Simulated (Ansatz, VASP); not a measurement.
Pt: VASP beside Ansatz

The input INCAR:

```
  PREC = Accurate
  ENCUT = 520
  EDIFF = 1E-7
  ISMEAR = 0
  SIGMA = 0.025
  LREAL = False
  LASPH = True
  NELM = 100
  ALGO = Fast
  ISIF = 2
  LWAVE = False
  LCHARG = False
  GGA = PE
  NBANDS = 11
```

File KPOINTS:

```
regular mesh
0
Gamma
  12 12 12
```

The input POSCAR:

```
Pt
1.0
    0.0000000000      1.9609000000      1.9609000000
    1.9609000000      0.0000000000      1.9609000000
    1.9609000000      1.9609000000      0.0000000000
Pt
1
Direct
    0.0000000000      0.0000000000      0.0000000000
```

input.yaml

```yaml
crystal:
  lattice:
    - [0.0, 1.9609, 1.9609]
    - [1.9609, 0.0, 1.9609]
    - [1.9609, 1.9609, 0.0]
  atoms:
    - { symbol: Pt, position: [0.0, 0.0, 0.0] }
kpoints:
  mp_grid: { grid: [12, 12, 12] }
scf:
  occupations: { method: gaussian, width: 0.025 }
hamiltonian:
  xc: pbe
  pseudopotentials: { kind: all_electron, lapw: { basis_error: 0.001 } }
output:
  forces: true
  stress: true
  eigenvalues: true
```

Alike in both runs: task single point; functional PBE; k mesh 12 × 12 × 12; occupations gaussian, width 0.025 eV; no spin polarisation.

|  | VASP | Ansatz |
| --- | --- | --- |
| version | VASP 6.6.1 | Ansatz 0.2.0 |
| potentials or method | VASP PAW PBE potentials, release 64 (Pt) | all-electron LAPW, scalar-relativistic |
| plane-wave cutoff (eV) | 520 | see its input |

Ansatz gave:

* gap on the k mesh at the Fermi level (eV): none
* pressure (GPa): 10.2

Q: What did VASP give for the same quantities?

A: gap on the k mesh at the Fermi level (eV): none; pressure (GPa): 9.7.

A gap of «none» marks a metal or a gap that the smearing closes. Ansatz ran all-electron here, so the differences hold the error of VASP's frozen core and of both bases.

The runs have no spin-orbit coupling, so splittings on Pt are missing.
